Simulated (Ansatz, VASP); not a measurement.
**Two plane-wave programs on Ta**

```
Ta
1.0
     0.00000    2.08786    2.08786
     2.08786    0.00000    2.08786
     2.08786    2.08786    0.00000
Ta
1
Cartesian
  0.0000 0.0000 0.0000
```

This isn't the form of Ta at room conditions, which is bcc.

Alike in both runs: functional PBEsol; k mesh 18 × 18 × 18; occupations gaussian, width 0.1 eV; no spin polarisation.

Ansatz relaxed the structure, and its values are those at the end. VASP's run is a single point on that final structure, the one shown.

|  | VASP | Ansatz |
| --- | --- | --- |
| version | VASP 6.6.1 | Ansatz 0.2.0 |
| potentials or method | VASP PAW PBE potentials, release 64 (Ta_pv) | scalar-relativistic, plane waves, PAW |
| plane-wave cutoff (eV) | 520 | 420 |
| valence electrons in the cell | 11 | 13 |

|  | VASP | Ansatz | Ansatz less VASP |
| --- | --- | --- | --- |
| gap on the k mesh at the Fermi level (eV) | none | none | - |
| pressure (GPa) | 0.1 | 0.0 | -0.10 |

A gap of «none» marks a metal or a gap that the smearing closes. The two sets of potentials don't hold the same shells in valence.

Caveats: the PAW data sets were made with another functional, which shifts forces and pressure a little (VASP). Spin-orbit coupling is left out, which matters for the levels of Ta.
